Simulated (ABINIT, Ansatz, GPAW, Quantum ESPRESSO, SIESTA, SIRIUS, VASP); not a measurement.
## NaI: 7 runs at one level of theory

```
I Na
1.0
     0.00000    3.23640    3.23640
     3.23640    0.00000    3.23640
     3.23640    3.23640    0.00000
I Na
1 1
Direct
  0.50000 0.50000 0.50000
  0.00000 0.00000 0.00000
```

Alike in all runs: task single point; functional PBEsol; k mesh 7 × 7 × 7; occupations fermi-dirac, width 0.05 eV; no spin polarisation; no spin-orbit coupling. Pressure is positive in compression and, in plane waves, holds the error of the finite cutoff.

```csv
program and potentials,plane-wave cutoff (eV),notes,pressure (GPa)
"ABINIT, PseudoDojo NC SR PBEsol v0.4.1 standard",1197,8 valence electrons an atom on average,?
"GPAW, PAW data sets generated for this functional",800,7 valence electrons an atom on average,-0.49
"Quantum ESPRESSO, GBRV 1.5 PBEsol",612,8 valence electrons an atom on average,-0.48
"VASP, PBE PAW files I, Na_pv, 520 eV",520,potentials made for PBE; 7 valence electrons an atom on average,-0.48
"SIRIUS, PseudoDojo 0.4.1 PBEsol standard (scalar relativistic)",1202,8 valence electrons an atom on average,-0.52
"Ansatz, all-electron LAPW, scalar-relativistic",-,-,-0.50
"SIESTA, files PseudoDojo sr-pbesol-0.4.1-standard, DZP (energy shift 0.003 Ry; two zetas on semicore shells)",-,atomic basis; 8 valence electrons an atom on average,-0.35
```

**Question.** Estimate from the other rows what the run with ABINIT, PseudoDojo NC SR PBEsol v0.4.1 standard gave.

**Answer.** Pressure -0.53 GPa. The other rows, which needn't bracket it: pressure -0.52 to -0.35.
